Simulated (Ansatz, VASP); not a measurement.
# HfN: VASP beside Ansatz

File INCAR:

```
PREC = Accurate
ENCUT = 520
EDIFF = 1E-6
ISMEAR = 0
SIGMA = 0.15
LREAL = F
LASPH = T
NELM = 60
ALGO = Normal
ISIF = 2
LWAVE = F
LCHARG = T
GGA = PE
LELF = T
LVHAR = T
NBANDS = 14
```

KPOINTS

```
regular mesh
0
Gamma
  18 18 18
```

File POSCAR:

```
HfN
1.0
    0.0000000000      2.1460500000      2.2590000000
    2.1460500000      0.0000000000      2.2590000000
    2.1460500000      2.1460500000      0.0000000000
Hf N
1 1
Direct
    0.0000000000      0.0000000000      0.0000000000
    0.5000000000      0.5000000000      0.5000000000
```

Input for Ansatz:

```yaml
crystal:
  lattice:
    - [0.0, 2.14605, 2.259]
    - [2.14605, 0.0, 2.259]
    - [2.14605, 2.14605, 0.0]
  atoms:
    - { symbol: Hf, position: [0.0, 0.0, 0.0] }
    - { symbol: "N", position: [0.5, 0.5, 0.5] }
basis:
  ecutwfc: 420
kpoints:
  mp_grid: { grid: [18, 18, 18] }
hamiltonian:
  xc: pbe
scf:
  occupations: { method: gaussian, width: 0.15 }
output:
  forces: true
  stress: true
  eigenvalues: true
  write_density: true
  write_potential: true
  elf: true
  volumetric_format: npy
```

Change from the starting cell: strain -0.050 along x and y, +0.000 along z, atoms carried along.

Alike in both runs: task single point; functional PBE; k mesh 18 × 18 × 18; occupations gaussian, width 0.15 eV; no spin polarisation.

|  | VASP | Ansatz |
| --- | --- | --- |
| version | VASP 6.6.1 | Ansatz 0.2.0 |
| potentials or method | VASP PAW PBE potentials, release 64 (Hf_pv, N) | scalar-relativistic, plane waves, PAW |
| plane-wave cutoff (eV) | 520 | 420 |
| valence electrons in the cell | 15 | 31 |

|  | VASP | Ansatz | Ansatz less VASP |
| --- | --- | --- | --- |
| gap on the k mesh at the Fermi level (eV) | none | none | - |
| pressure (GPa) | 41.4 | 43.9 | +2.48 |
| largest component of the traceless stress (GPa) | 25.57 | 25.61 | +0.040 |

A gap of «none» marks a metal or a gap that the smearing closes. The functional is the same, so the differences come from potentials, cutoffs and numerics. The two sets of potentials don't hold the same shells in valence.

Caveats: so large a pressure means that the cell lies far from this level's equilibrium, or that cutoff or potentials fall short (VASP). Spin-orbit coupling is left out, which matters for the levels of Hf.
